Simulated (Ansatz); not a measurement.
# CdS: the cost of one run

Method: DFT PBE, scalar-relativistic, in Ansatz 0.2.0.

### 1 Starting point

It takes space group P6_3mc (No. 186, hexagonal). The conventional cell has a = 4.135 Å, b = 4.135 Å, c = 6.749 Å, α = 90.00°, β = 90.00°, γ = 120.00°. Cd (site symmetry 3m) has 4 S at 2.51 to 2.60 Å as nearest neighbours. S (site symmetry 3m) has 4 Cd at 2.51 to 2.60 Å as nearest neighbours.

Coordinates:

```
CELL_PARAMETERS angstrom
4.13480 0.00000 0.00000
-2.06740 3.58084 0.00000
0.00000 0.00000 6.74900
ATOMIC_POSITIONS crystal
Cd 0.33333 0.66667 0.00000
Cd 0.66667 0.33333 0.50000
S 0.33333 0.66667 0.38500
S 0.66667 0.33333 0.88500
```

Atoms are numbered in the order of the input: Cd1, Cd2, S3, S4.

### 2 The deformed structure

Space group P6_3mc before, P6_3mc after.

### 3 Full-potential LAPW

input.yaml

```yaml
crystal:
  lattice:
    - [4.1347992034, 0.0, 0.0]
    - [-2.0673996017, 3.5808411497, 0.0]
    - [0.0, 0.0, 6.81649]
  atoms:
    - { symbol: Cd, position: [0.3333333333, 0.6666666667, 0.0] }
    - { symbol: Cd, position: [0.6666666667, 0.3333333333, 0.5] }
    - { symbol: S, position: [0.3333333333, 0.6666666667, 0.385] }
    - { symbol: S, position: [0.6666666667, 0.3333333333, 0.885] }
kpoints:
  mp_grid: { grid: [7, 7, 4] }
  band_path:
    path:
      - [0.0, 0.0, 0.0]
      - [0.5, 0.0, 0.0]
      - [0.3333333333, 0.3333333333, 0.0]
      - [0.0, 0.0, 0.0]
      - [0.0, 0.0, 0.5]
      - [0.5, 0.0, 0.5]
      - [0.3333333333, 0.3333333333, 0.5]
      - [0.0, 0.0, 0.5]
      - [0.5, 0.0, 0.5]
    npoints: 5
scf:
  occupations: { method: fermi_dirac, width: 0.01 }
hamiltonian:
  xc: pbe
  pseudopotentials: { kind: all_electron, lapw: { basis_error: 0.001 } }
output:
  forces: true
  stress: true
  eigenvalues: true
```

The run is started by

```sh
ansatz run input.yaml --threads 1 --pin off --max-ram 4096MiB --backend cpu --events-out ev --progress --plain --runs-dir out
```

Q: Estimate wall time and peak memory on 1 thread of Intel Xeon Platinum 8488C (Sapphire Rapids), shared host.

About 32 s, with a peak of 0.42 GiB.
